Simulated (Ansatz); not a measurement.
An input for Ansatz 0.2.0 (ZnS):

run.py

```python
import json

import ase.io
import numpy as np
import spglib

import ansatz as az

atoms = ase.io.read("ZnS.cif")
cell, frac, numbers = spglib.find_primitive((atoms.cell[:], atoms.get_scaled_positions(), atoms.numbers), symprec=1e-5)
atoms = ase.Atoms(numbers, cell=cell, scaled_positions=frac, pbc=True)

calculation = (
    az.Crystal.from_ase(atoms)
    .symmetry(detect=False)
    .calculation()
    .kpoints(5, 5, 5)
    .functional("hiss")
    .pseudopotentials(kind="paw")
    .scf(algorithm="direct_min")
    .occupations(method="gaussian", width=0.02)
    .exact_exchange(singularity="none")
    .forces()
    .stress()
    .band_table(publish=True)
)
outcome = calculation.run(threads=2, events_out="events.jsonl")

report = outcome.report
for line in open("events.jsonl"):
    event = json.loads(line)
    if event["event"] == "scf_iter":
        d = event["data"]
        print(f"SCF {d['iter']:3d}  HF = {d['harris_foulkes_ev']:.6f} eV  dr2 = {d['dr2_ev']:.2e} eV")
    elif event["event"] in ("relax_step", "md_step"):
        d = event["data"]
        print(f"{event['event']} {d['step']:3d}  E = {d['lagrangian_ev']:.6f} eV")
np.set_printoptions(precision=5, suppress=True, linewidth=110)
print("converged:", report["converged"], "after", report["n_iterations"], "iterations")
print(f"free energy {report['free_energy_ev']:.6f} eV, Fermi level {report['fermi_energy_ev']:.4f} eV")
for key in ("band_edges_ev", "magnetization_mub", "site_moments_mub", "site_moments_nc_mub", "forces_ev_ang",
                "stress_gpa", "kpoints_frac", "eigenvalues_ev"):
    if report.get(key) is not None:
        print(key, np.array(report[key]), sep="\n")
```

ZnS.cif

```cif
data_ZnS
_cell_length_a 5.40400000
_cell_length_b 5.40400000
_cell_length_c 5.40400000
_cell_angle_alpha 90.00000000
_cell_angle_beta 90.00000000
_cell_angle_gamma 90.00000000
_space_group_name_H-M_alt 'F-43m'
_space_group_name_Hall 'F -4 2 3'
_space_group_IT_number 216
loop_
_space_group_symop_operation_xyz
'x,y,z'
'y,-x,-z'
'-x,-y,z'
'-y,x,-z'
'x,-y,-z'
'y,x,z'
'-x,y,-z'
'-y,-x,z'
'z,x,y'
'-z,y,-x'
'z,-x,-y'
'-z,-y,x'
'-z,x,-y'
'z,y,x'
'-z,-x,y'
'z,-y,-x'
'y,z,x'
'-x,-z,y'
'-y,z,-x'
'x,-z,-y'
'-y,-z,x'
'x,z,y'
'y,-z,-x'
'-x,z,-y'
'x,y+1/2,z+1/2'
'y,-x+1/2,-z+1/2'
'-x,-y+1/2,z+1/2'
'-y,x+1/2,-z+1/2'
'x,-y+1/2,-z+1/2'
'y,x+1/2,z+1/2'
'-x,y+1/2,-z+1/2'
'-y,-x+1/2,z+1/2'
'z,x+1/2,y+1/2'
'-z,y+1/2,-x+1/2'
'z,-x+1/2,-y+1/2'
'-z,-y+1/2,x+1/2'
'-z,x+1/2,-y+1/2'
'z,y+1/2,x+1/2'
'-z,-x+1/2,y+1/2'
'z,-y+1/2,-x+1/2'
'y,z+1/2,x+1/2'
'-x,-z+1/2,y+1/2'
'-y,z+1/2,-x+1/2'
'x,-z+1/2,-y+1/2'
'-y,-z+1/2,x+1/2'
'x,z+1/2,y+1/2'
'y,-z+1/2,-x+1/2'
'-x,z+1/2,-y+1/2'
'x+1/2,y,z+1/2'
'y+1/2,-x,-z+1/2'
'-x+1/2,-y,z+1/2'
'-y+1/2,x,-z+1/2'
'x+1/2,-y,-z+1/2'
'y+1/2,x,z+1/2'
'-x+1/2,y,-z+1/2'
'-y+1/2,-x,z+1/2'
'z+1/2,x,y+1/2'
'-z+1/2,y,-x+1/2'
'z+1/2,-x,-y+1/2'
'-z+1/2,-y,x+1/2'
'-z+1/2,x,-y+1/2'
'z+1/2,y,x+1/2'
'-z+1/2,-x,y+1/2'
'z+1/2,-y,-x+1/2'
'y+1/2,z,x+1/2'
'-x+1/2,-z,y+1/2'
'-y+1/2,z,-x+1/2'
'x+1/2,-z,-y+1/2'
'-y+1/2,-z,x+1/2'
'x+1/2,z,y+1/2'
'y+1/2,-z,-x+1/2'
'-x+1/2,z,-y+1/2'
'x+1/2,y+1/2,z'
'y+1/2,-x+1/2,-z'
'-x+1/2,-y+1/2,z'
'-y+1/2,x+1/2,-z'
'x+1/2,-y+1/2,-z'
'y+1/2,x+1/2,z'
'-x+1/2,y+1/2,-z'
'-y+1/2,-x+1/2,z'
'z+1/2,x+1/2,y'
'-z+1/2,y+1/2,-x'
'z+1/2,-x+1/2,-y'
'-z+1/2,-y+1/2,x'
'-z+1/2,x+1/2,-y'
'z+1/2,y+1/2,x'
'-z+1/2,-x+1/2,y'
'z+1/2,-y+1/2,-x'
'y+1/2,z+1/2,x'
'-x+1/2,-z+1/2,y'
'-y+1/2,z+1/2,-x'
'x+1/2,-z+1/2,-y'
'-y+1/2,-z+1/2,x'
'x+1/2,z+1/2,y'
'y+1/2,-z+1/2,-x'
'-x+1/2,z+1/2,-y'
loop_
_atom_site_label
_atom_site_type_symbol
_atom_site_symmetry_multiplicity
_atom_site_Wyckoff_symbol
_atom_site_fract_x
_atom_site_fract_y
_atom_site_fract_z
_atom_site_occupancy
Zn1 Zn 4 c 0.2500000000 0.2500000000 0.2500000000 1
S1 S 4 a 0.0000000000 0.0000000000 0.0000000000 1
```

Potentials or basis: Ansatz PAW.

The run is started by

```console
$ python run.py
```

Question: What does the program do with it?

Answer: The run stopped without a result. It printed:

Output:

```text
Traceback (most recent call last):
  File "run.py", line 27, in <module>
  [frames inside libraries left out]
ansatz.RefusalError: scf.algorithm: direct_min / scf.convergence.dm_fallback with hamiltonian.xc: <hybrid> without scf.eigensolver.kind.support_functions — direct minimisation on plane waves has no term of exact exchange; use an LDA or a GGA, or take scf.algorithm: direct_min and scf.convergence.dm_fallback out of the deck
```
